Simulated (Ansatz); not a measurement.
What a trial cell of Cu relaxes into

Theory: Ansatz, DFT PBE, scalar-relativistic, plane waves, PAW. Cutoff 420 eV, Γ-centred k mesh, Gaussian smearing, no spin polarisation in the final step.

The start is a random cell of Cu with space group Fd-3m (No. 227), drawn with lower limits on the distances.

```
Cu
1.0
     0.00000    2.95661    2.95661
     2.95661    0.00000    2.95661
     2.95661    2.95661    0.00000
Cu
4
Direct
  0.12500 0.12500 0.12500
  0.62500 0.12500 0.12500
  0.12500 0.62500 0.12500
  0.12500 0.12500 0.62500
```

Cell and atoms relax at zero pressure; the relaxation can't lower the symmetry of the start. After a coarse first stage the cell is made exact in the group found at 0.06 Å.

Energies count from the standard state of Cu at the same level.

What does it relax into?

It keeps Fd-3m (No. 227). Conventional cell: a = 6.847 Å. Around Cu lie 6 Cu at 2.42 Å.

Space group Fd-3m:1 (No. 227). a = 6.847 Å, b = 6.847 Å, c = 6.847 Å, α = 90.00°, β = 90.00°, γ = 90.00°
| atom | site | symmetry | x | y | z |
| --- | --- | --- | --- | --- | --- |
| Cu | 16d | .-3m | 0.1250 | 0.6250 | 0.1250 |

What are its volume, energy, density and gap?

The volume per atom is 20.06 Å³ and the density is 5.26 g/cm³. The energy over the standard structure is 0.69 eV/atom and the gap on the 12×12×12 mesh is 0 eV (a metal).

The final run used a 12×12×12 mesh on its 4-atom cell and 0.10 eV smearing. For metals, differences of a few meV/atom aren't resolved. Symmetry constrained the relaxation, so the result can be a saddle point.